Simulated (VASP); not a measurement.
# SnO: convergence, band structure

SnO, P4/nmm (no. 129), 4 atoms in the cell. PBEsol, spin-orbit coupling; PAW potentials Sn_d, O (PBE set). VASP 6.6.1.

Wanted: band energies at the path's corners within 0.02 eV; smallest gap over path and mesh within 0.01 eV.

What the run is for: bands; Accuracy asked: standard; Route: KPOINTS_OPT.

Band energies at the path's corners: counted from the valence top.

POSCAR:
```
SnO
1.0
    3.8136952200      0.0000000000      0.0000000000
    0.0000000000      3.8136952200      0.0000000000
    0.0000000000      0.0000000000      4.8869133000
Sn O
2 2
Direct
    0.5000000000      0.0000000000      0.7646261400
    0.0000000000      0.5000000000      0.2353738600
    0.0000000000      0.0000000000      0.0000000000
    0.5000000000      0.5000000000      0.0000000000
```

The series start from Plane-wave cutoff (eV): 460; k-point mesh: 5 × 5 × 4; k points a path segment: 12; Electronic threshold (eV): 1e-6; Precision mode (PREC): Accurate; Bands in all (NBANDS): 68; Aspherical gradient terms in the spheres (LASPH): yes. Each series keeps the choices made before it, and each single choice may use up half of a tolerance.

## Plane-wave cutoff (eV)

| Plane-wave cutoff (eV) | Band energies at the path's corners, largest deviation (eV) | Smallest gap over path and mesh (eV) | Time (s) |
|---|---|---|---|
| 320 | 0.044 | 0.104 | 88 |
| 400 | 0.012 | 0.121 | 127 |
| 460 | 0.001 | 0.123 | 161 |
| 520 | 0.001 | 0.123 | 155 |
| 640 (reference) | 0.000 | 0.123 | 214 |

Chosen: 460, the loosest value from which every tighter one stays within half of the tolerance.

## k-point mesh

| k-point mesh | Band energies at the path's corners, largest deviation (eV) | Smallest gap over path and mesh (eV) | Time (s) |
|---|---|---|---|
| 2 × 2 × 2 | 0.045 | 0.090 | 109 |
| 3 × 3 × 2 | 0.014 | 0.136 | 113 |
| 3 × 3 × 3 | 0.016 | 0.139 | 140 |
| 4 × 4 × 3 | 0.003 | 0.126 | 112 |
| 5 × 5 × 4 | 0.001 | 0.123 | 161 |
| 6 × 6 × 5 | 0.001 | 0.123 | 148 |
| 7 × 7 × 6 (reference) | 0.000 | 0.124 | 162 |

Chosen: 4 × 4 × 3.

## Electronic threshold (eV)

| Electronic threshold (eV) | Band energies at the path's corners, largest deviation (eV) | Smallest gap over path and mesh (eV) | Time (s) |
|---|---|---|---|
| 0.001 | 0.006 | 0.122 | 71 |
| 0.0001 | 0.000 | 0.122 | 78 |
| 1e-5 | 0.000 | 0.122 | 86 |
| 1e-6 | 0.000 | 0.122 | 94 |
| 1e-7 (reference) | 0.000 | 0.122 | 97 |

Chosen: 0.001.

## Precision mode (PREC)

| Precision mode (PREC) | Band energies at the path's corners, largest deviation (eV) | Smallest gap over path and mesh (eV) | Time (s) |
|---|---|---|---|
| SingleN | 0.002 | 0.123 | 38 |
| Normal | 0.000 | 0.122 | 41 |
| Accurate (reference) | 0.000 | 0.122 | 71 |

Chosen: SingleN.

## Bands in all (NBANDS)

| Bands in all (NBANDS) | Band energies at the path's corners, largest deviation (eV) | Smallest gap over path and mesh (eV) | Time (s) |
|---|---|---|---|
| 46 | 0.002 | 0.124 | 26 |
| 48 | 0.001 | 0.124 | 27 |
| 52 | 0.007 | 0.125 | 29 |
| 68 | 0.002 | 0.123 | 38 |
| 88 (reference) | 0.000 | 0.121 | 49 |

Chosen: 46.

## Aspherical gradient terms in the spheres (LASPH)

| Aspherical gradient terms in the spheres (LASPH) | Band energies at the path's corners, largest deviation (eV) | Smallest gap over path and mesh (eV) | Time (s) |
|---|---|---|---|
| yes | 0.000 | 0.124 | 26 |
| no | 0.001 | 0.124 | 24 |

Chosen: yes; no other choice that stays within half of the tolerance saves 30 % of the time.

Also changed on the way, by series that aren't shown: k points a path segment: 8.

## All choices together

| Input | Band energies at the path's corners, largest deviation (eV) | Smallest gap over path and mesh (eV) | Time (s) |
|---|---|---|---|
| the program's defaults (naive) | 0.012 | 0.129 | 44 |
| chosen settings | 0.005 | 0.124 | 26 |
| reference settings throughout | 0.000 | 0.121 | 706 |

The tolerance is met.

## The input

INCAR:
```
  GGA = PS
  LSORBIT = T
  MAGMOM = 0 0 0 0 0 0 0 0 0 0 0 0
  LORBIT = 11
  ISMEAR = 0
  SIGMA = 0.03
  LWAVE = F
  LCHARG = F
  NBANDS = 46
  PREC = SingleN
  LASPH = T
  LREAL = F
  ALGO = Normal
  EDIFF = 0.001
  NELM = 200
  GGA_COMPAT = F
  ENCUT = 460
  EFERMI = MIDGAP
  KPAR = 4
```

KPOINTS:
```
Automatic mesh
0
Gamma
  4 4 3
  0 0 0
```

KPOINTS_OPT:
```
path GXMGZRAZ,XR,MA
8
line-mode
reciprocal
 0.0000000000  0.0000000000  0.0000000000  G
 0.0000000000  0.5000000000  0.0000000000  X

 0.0000000000  0.5000000000  0.0000000000  X
 0.5000000000  0.5000000000  0.0000000000  M

 0.5000000000  0.5000000000  0.0000000000  M
 0.0000000000  0.0000000000  0.0000000000  G

 0.0000000000  0.0000000000  0.0000000000  G
 0.0000000000  0.0000000000  0.5000000000  Z

 0.0000000000  0.0000000000  0.5000000000  Z
 0.0000000000  0.5000000000  0.5000000000  R

 0.0000000000  0.5000000000  0.5000000000  R
 0.5000000000  0.5000000000  0.5000000000  A

 0.5000000000  0.5000000000  0.5000000000  A
 0.0000000000  0.0000000000  0.5000000000  Z

 0.0000000000  0.5000000000  0.0000000000  X
 0.0000000000  0.5000000000  0.5000000000  R

 0.5000000000  0.5000000000  0.0000000000  M
 0.5000000000  0.5000000000  0.5000000000  A
```

Commands:
```
cat potpaw_PBE.64/Sn_d/POTCAR potpaw_PBE.64/O/POTCAR > POTCAR
mpirun -np 4 vasp_ncl > vasp.out
```

The naive input happens to agree within the tolerance here, in 44 s.

Limits: PBEsol gaps are mostly well below measured ones.

The chosen input took VASP 6.6.1 26 s on 4 cores (Intel Xeon Platinum 8375C @ 2.90GHz (Ice Lake)), a shared host.

## An input that fails: fixed density asked without a density file

VASP's message: ERROR: charge density could not be read from file CHGCAR for ICHARG>10.

Changes against the starting input:
```
- NELM = 200
+ NELM = 68
+ ICHARG = 11
```
